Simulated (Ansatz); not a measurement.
PbS: strain and displacement

```yaml
crystal:
  lattice:
    - [2.94050, -2.90000, 0.00000]
    - [2.94050, 2.90000, 0.00000]
    - [-1.08005, 0.00000, 11.70929]
  atoms:
    - { symbol: Pb, position: [0.77560, 0.77560, 0.63638] }
    - { symbol: Pb, position: [0.22440, 0.22440, 0.36362] }
    - { symbol: S, position: [0.26840, 0.26840, 0.59860] }
    - { symbol: S, position: [0.73160, 0.73160, 0.40140] }
```

Atoms are numbered in the order listed.

The cell is COD entry 2106944, as deposited and not checked against the literature; nothing was relaxed.

Spin–orbit coupling is left out, though it moves levels of the heavy atoms by tenths of an eV or more.

Computed with DFT, PBEsol, all-electron LAPW, scalar-relativistic (Ansatz 0.2.0).

Sampling and basis: a Γ-centred 7×7×3 k mesh, Fermi–Dirac smearing of 0.01 eV, basis error target 0.5 meV/atom, no spin polarisation.

The unchanged cell is at -1.07 GPa.

x, y and z are the Cartesian axes of the cell as listed; fractional coordinates follow a strain, and an engineering shear is twice the off-diagonal strain component.

**Question.** One change gave: energy change +1 meV/atom; stress change (xx, yy, zz, yz, xz, xy) 0.00, 0.00, 0.00, -0.12, -0.12, -0.24 GPa, compression positive; change of the force on S3 (-0.057, -0.058, 0.000) eV/Å; gap on the k mesh 1.28 → 1.28 eV. Which change was it?
A. equal xy, yz and zx engineering shear strains of -1 %
B. equal xy, yz and zx engineering shear strains of -2 %
C. equal xy, yz and zx engineering shear strains of +2 %
D. equal xy, yz and zx engineering shear strains of +1 %
E. equal xy, yz and zx engineering shear strains of +3 %
F. equal xy, yz and zx engineering shear strains of -3 %

**Answer.** C. For equal xy, yz and zx engineering shear strains of -3 %: energy change +3 meV/atom; stress change (xx, yy, zz, yz, xz, xy) 0.00, 0.00, 0.00, 0.17, 0.17, 0.35 GPa, compression positive; change of the force on S3 (0.078, 0.078, 0.000) eV/Å; gap on the k mesh 1.28 → 1.26 eV. For equal xy, yz and zx engineering shear strains of -1 %: energy change under 1 meV/atom; stress change (xx, yy, zz, yz, xz, xy) 0.00, 0.00, 0.00, 0.06, 0.06, 0.12 GPa, compression positive; change of the force on S3 (0.027, 0.027, 0.000) eV/Å; gap on the k mesh 1.28 → 1.28 eV. For equal xy, yz and zx engineering shear strains of -2 %: energy change +1 meV/atom; stress change (xx, yy, zz, yz, xz, xy) 0.00, 0.00, 0.00, 0.11, 0.11, 0.23 GPa, compression positive; change of the force on S3 (0.053, 0.053, 0.000) eV/Å; gap on the k mesh 1.28 → 1.28 eV. For equal xy, yz and zx engineering shear strains of +1 %: energy change under 1 meV/atom; stress change (xx, yy, zz, yz, xz, xy) 0.00, 0.00, 0.00, -0.06, -0.06, -0.12 GPa, compression positive; change of the force on S3 (-0.028, -0.028, 0.000) eV/Å; gap on the k mesh 1.28 → 1.28 eV. For equal xy, yz and zx engineering shear strains of +3 %: energy change +3 meV/atom; stress change (xx, yy, zz, yz, xz, xy) 0.00, 0.00, 0.00, -0.18, -0.18, -0.36 GPa, compression positive; change of the force on S3 (-0.088, -0.088, -0.001) eV/Å; gap on the k mesh 1.28 → 1.27 eV.
